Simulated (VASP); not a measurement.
# Nb (Fm-3m) in VASP: further runs, part 2 of 2

VASP 6.6.1. The steps go on from the part before.

### 3 Core levels, PBEsol+D3(BJ)

The input, INCAR:

```
SYSTEM = Nb
PREC = Accurate
ENCUT = 520
EDIFF = 1E-6
ISMEAR = 0
SIGMA = 0.05
LREAL = .FALSE.
LASPH = .TRUE.
NELM = 80
ALGO = Fast
ISIF = 2
LWAVE = .FALSE.
LCHARG = .FALSE.
GGA = PS
IVDW = 12
ICORELEVEL = 1
```

The input, KPOINTS:

```
regular mesh
0
G
  11 11 11
  0 0 0
```

The input, POSCAR:

```
Nb
2.9911
    0.000000000000      0.707097723246      0.707097723246
    0.707097723246      0.000000000000      0.707097723246
    0.707097723246      0.707097723246      0.000000000000
Nb
1
Direct
    0.0000000000      0.0000000000      0.0000000000
```

Potentials or basis: VASP PAW PBE potentials, release 64 (Nb_sv).

Launch:

```bash
$ cat potpaw_PBE.64/Nb_sv/POTCAR > POTCAR
$ mpirun -np 1 vasp_std > vasp.out
```

OUTCAR:

```text
SYSTEM = Nb
   PREC = Accurate
   ENCUT = 520
   EDIFF = 1E-6
   ISMEAR = 0
   LREAL = .FALSE.
   LASPH = .TRUE.
   NELM = 80
   ISIF = 2
   GGA = PS
   IVDW = 12
 IVDW          = 12

 ion  position               nearest neighbor table
   1  0.000  0.000  0.000-

  LATTYP: Found a face centered cubic cell.
 ALAT       =     4.2300000000

  Lattice vectors:

 A1 = (   0.0000000000,   2.1150000000,   2.1150000000)
 A2 = (   2.1150000000,   0.0000000000,   2.1150000000)
 A3 = (   2.1150000000,   2.1150000000,   0.0000000000)

Analysis of symmetry for initial positions (statically):
[... 473 lines left out ...]

------------------------ aborting loop because EDIFF is reached ----------------------------------------

 Edisp (eV)   -0.71502

 E8    (eV) :    -0.5080

  FORCE on cell =-STRESS in cart. coord.  units (eV):
  Direction    XX          YY          ZZ          XY          YZ          ZX
  --------------------------------------------------------------------------------------
  -------------------------------------------------------------------------------------
  Total      -1.60409    -1.60409    -1.60409    -0.00000    -0.00000     0.00000
  in kB    -135.82484  -135.82484  -135.82484    -0.00000    -0.00000     0.00000
  external pressure =     -135.82 kB  Pullay stress =        0.00 kB

 VOLUME and BASIS-vectors are now :
 -----------------------------------------------------------------------------
  energy-cutoff  :      520.00
  volume of cell :       18.92
      direct lattice vectors                 reciprocal lattice vectors
     0.000000000  2.115000000  2.115000000    -0.236406619  0.236406619  0.236406619
     2.115000000  0.000000000  2.115000000     0.236406619 -0.236406619  0.236406619
     2.115000000  2.115000000  0.000000000     0.236406619  0.236406619 -0.236406619

 POSITION                                       TOTAL-FORCE (eV/Angst)
 -----------------------------------------------------------------------------------
      0.00000      0.00000      0.00000        -0.000000     -0.000000     -0.000000
 -----------------------------------------------------------------------------------
    total drift:                               -0.000000      0.000000     -0.000000

  FREE ENERGIE OF THE ION-ELECTRON SYSTEM (eV)
  ---------------------------------------------------
  free  energy   TOTEN  =       -11.3041360205 eV

  energy  without entropy=      -11.3024051865  energy(sigma->0) =      -11.30327060
```

OSZICAR:

```text
N       E                     dE             d eps       ncg     rms          rms(c)
DAV:   1     0.113330482237E+03    0.11333E+03   -0.74970E+03  1120   0.128E+03
DAV:   2    -0.563112906697E+01   -0.11896E+03   -0.11650E+03  1218   0.441E+02
DAV:   3    -0.107607715660E+02   -0.51296E+01   -0.49379E+01  1664   0.773E+01
[... 16 lines left out ...]
RMM:  20    -0.105891061035E+02   -0.27756E-05   -0.34347E-05  1295   0.500E-02    0.510E-02
RMM:  21    -0.105891073445E+02   -0.12410E-05   -0.25727E-05  1406   0.541E-02    0.386E-02
RMM:  22    -0.105891092944E+02   -0.19499E-05   -0.16457E-05  1267   0.453E-02    0.308E-02
RMM:  23    -0.105891109098E+02   -0.16154E-05   -0.10801E-05  1141   0.335E-02    0.312E-02
RMM:  24    -0.105891113996E+02   -0.48982E-06   -0.72629E-06  1068   0.251E-02
   1 F= -.11304136E+02 E0= -.11303271E+02  d E =-.173083E-02
```

stdout:

```text
POSCAR found type information on POSCAR Nb
 POSCAR found :  1 types and       1 ions
 scaLAPACK will be used
 -----------------------------------------------------------------------------
|                                                                             |
|                                                                             |
|     You enforced a specific xc type in the INCAR file but a different       |
|     I HOPE YOU KNOW WHAT YOU ARE DOING!                                     |
|                                                                             |
 -----------------------------------------------------------------------------

 LDA part: xc-table for (Slater+PW92), standard interpolation
 POSCAR, INCAR and KPOINTS ok, starting setup
 FFT: planning ... GRIDC
 FFT: planning ... GRID_SOFT
 FFT: planning ... GRID
 WAVECAR not read
 entering main loop
WARNING in EDDRMM: call to ZHEGV failed, returncode =   8  4      6
```

It took 14 s on 1 thread of Intel Xeon Platinum 8488C (Sapphire Rapids), shared host; peak memory 0.15 GiB.

What came out:

```yaml
Free_energy: -11.3041 eV
Pressure: -13.6 GPa
Band_gap_on_the_k_mesh: none (metal or under the smearing width)
Dispersion_energy_per_atom: -0.715 eV
```

Levels at points of the mesh, in eV from the Fermi level:
| k point | band 2 | band 3 | band 4 | band 5 | band 6 | band 7 | band 8 | band 9 | band 10 |
| --- | --- | --- | --- | --- | --- | --- | --- | --- | --- |
| (0.00, 0.00, 0.00) | -30.12 | -30.12 | -30.12 | -6.23 | 0.11 | 0.11 | 0.11 | 2.67 | 2.67 |

Core levels (eV, on the scale of the bands):
```
atom                                                                levels
1 Nb  1s -18790.9, 2s -2616.1, 2p -2334.2, 3s -424.5, 3p -332.4, 3d -181.9
```

Caveat: the PAW data sets were made with another functional, which shifts forces and pressure a little; pairwise dispersion overbinds metals, which lowers pressure and volume.

### 4 Band structure, M06-L

The input, INCAR:

```
PREC     = Accurate       # precision mode
ENCUT    = 500            # plane-wave cutoff, eV
EDIFF    = 1E-7           # SCF threshold, eV
ISMEAR   = -1             # smearing method
SIGMA    = 0.02           # smearing width, eV
LREAL    = F              # projectors in reciprocal space
LASPH    = T              # aspherical terms in the spheres
NELM     = 80             # most SCF steps
ALGO     = Normal         # electronic algorithm
ISIF     = 2              # what is computed and relaxed
LWAVE    = F              # write WAVECAR
LCHARG   = F              # write CHGCAR
LMAXMIX  = 4              # l up to which the mixer works
METAGGA  = M06L           # meta-GGA
LMIXTAU  = T
```

The input, KPOINTS:

```
Automatic mesh
0
Gamma
  11 11 11
```

The input, POSCAR:

```
Nb
1.0
    0.0000000000      2.1150000000      2.1150000000
    2.1150000000      0.0000000000      2.1150000000
    2.1150000000      2.1150000000      0.0000000000
Nb
1
Direct
    0.0000000000      0.0000000000      0.0000000000
```

The input, KPOINTS_OPT:

```
path GXWKGLUWLK,UX
10
line-mode
reciprocal
 0.0000000000  0.0000000000  0.0000000000  G
 0.5000000000  0.0000000000  0.5000000000  X

 0.5000000000  0.0000000000  0.5000000000  X
 0.5000000000  0.2500000000  0.7500000000  W

 0.5000000000  0.2500000000  0.7500000000  W
 0.3750000000  0.3750000000  0.7500000000  K

 0.3750000000  0.3750000000  0.7500000000  K
 0.0000000000  0.0000000000  0.0000000000  G

 0.0000000000  0.0000000000  0.0000000000  G
 0.5000000000  0.5000000000  0.5000000000  L

 0.5000000000  0.5000000000  0.5000000000  L
 0.6250000000  0.2500000000  0.6250000000  U

 0.6250000000  0.2500000000  0.6250000000  U
 0.5000000000  0.2500000000  0.7500000000  W

 0.5000000000  0.2500000000  0.7500000000  W
 0.5000000000  0.5000000000  0.5000000000  L

 0.5000000000  0.5000000000  0.5000000000  L
 0.3750000000  0.3750000000  0.7500000000  K

 0.6250000000  0.2500000000  0.6250000000  U
 0.5000000000  0.0000000000  0.5000000000  X
```

Potentials or basis: VASP PAW PBE potentials, release 64 (Nb_pv).

Launch:

```bash
$ cat potpaw_PBE.64/Nb_pv/POTCAR > POTCAR
$ mpirun -np 1 vasp_std > vasp.out
```

Wall time 86 s (1 thread of Intel Xeon Platinum 8488C (Sapphire Rapids), shared host); peak memory 0.16 GiB.

The run converged. Its results:

* Free energy: -20.5664 eV
* Pressure: 2.6 GPa
* Band gap along the path: none (metal or under the smearing width)

Levels at the corners of the path, in eV from the Fermi level:
```
point  band 2  band 3  band 4  band 5  band 6  band 7  band 8  band 9
    Γ  -31.67  -31.67   -6.19    0.08    0.08    0.08    2.80    2.80
    X  -32.05  -32.05   -4.04   -3.45    3.41    4.72    5.13    5.13
    X  -32.05  -32.05   -4.04   -3.45    3.41    4.72    5.13    5.13
    W  -32.38  -32.07   -2.67   -1.25   -1.25    2.05    5.13   10.13
    W  -32.38  -32.07   -2.67   -1.25   -1.25    2.05    5.13   10.12
    K  -32.29  -31.97   -3.10   -2.35    0.41    2.87    4.30    8.75
    K  -32.29  -31.97   -3.10   -2.35    0.41    2.87    4.30    8.75
    Γ  -31.67  -31.67   -6.19    0.08    0.08    0.08    2.80    2.80
    Γ  -31.67  -31.67   -6.19    0.08    0.08    0.08    2.80    2.80
    L  -31.81  -31.81   -3.89   -0.04   -0.04    1.13    4.64    4.64
    L  -31.81  -31.81   -3.89   -0.04   -0.04    1.13    4.64    4.64
    U  -32.29  -31.97   -3.10   -2.35    0.41    2.87    4.30    8.81
    U  -32.29  -31.97   -3.10   -2.35    0.41    2.87    4.30    8.74
    W  -32.38  -32.07   -2.67   -1.25   -1.25    2.05    5.13   10.12
    W  -32.38  -32.07   -2.67   -1.25   -1.25    2.05    5.13   10.13
    L  -31.81  -31.81   -3.89   -0.04   -0.04    1.13    4.64    4.64
    L  -31.81  -31.81   -3.89   -0.04   -0.04    1.13    4.64    4.64
    K  -32.29  -31.97   -3.10   -2.35    0.41    2.87    4.30    8.76
    U  -32.29  -31.97   -3.10   -2.35    0.41    2.87    4.30    8.75
    X  -32.05  -32.05   -4.04   -3.45    3.41    4.72    5.13    5.13
```

Caveat: the PAW data sets were made with another functional, which shifts forces and pressure a little.
